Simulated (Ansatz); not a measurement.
Here is an Ansatz 0.2.0 calculation.

Contents of input.yaml:

```yaml
crystal:
  lattice:
    - [2.7058, 0.0, 0.0]
    - [-1.3529, 2.3432915376, 0.0]
    - [0.0, 0.0, 4.2819]
  atoms:
    - { symbol: Ru, position: [0.6666666667, 0.3333333333, 0.75] }
    - { symbol: Ru, position: [0.3333333333, 0.6666666667, 0.25] }
kpoints:
  mp_grid: { grid: [11, 11, 6] }
scf:
  occupations: { method: gaussian, width: 0.012 }
hamiltonian:
  xc: pbe
  pseudopotentials: { kind: all_electron, lapw: { basis_error: 0.001 } }
output:
  forces: true
  stress: true
  eigenvalues: true
```

Potentials or basis: all-electron LAPW, scalar-relativistic.

Launch:

```bash
$ ansatz run input.yaml --threads 1 --pin off --max-ram 3072MiB --backend cpu --events-out ev --progress --plain --runs-dir out
```

Task: What does it give for the pressure?

Result: 4.4 GPa.

Task: Predict the band gap on the k mesh.

Result: None (metal or under the smearing width).
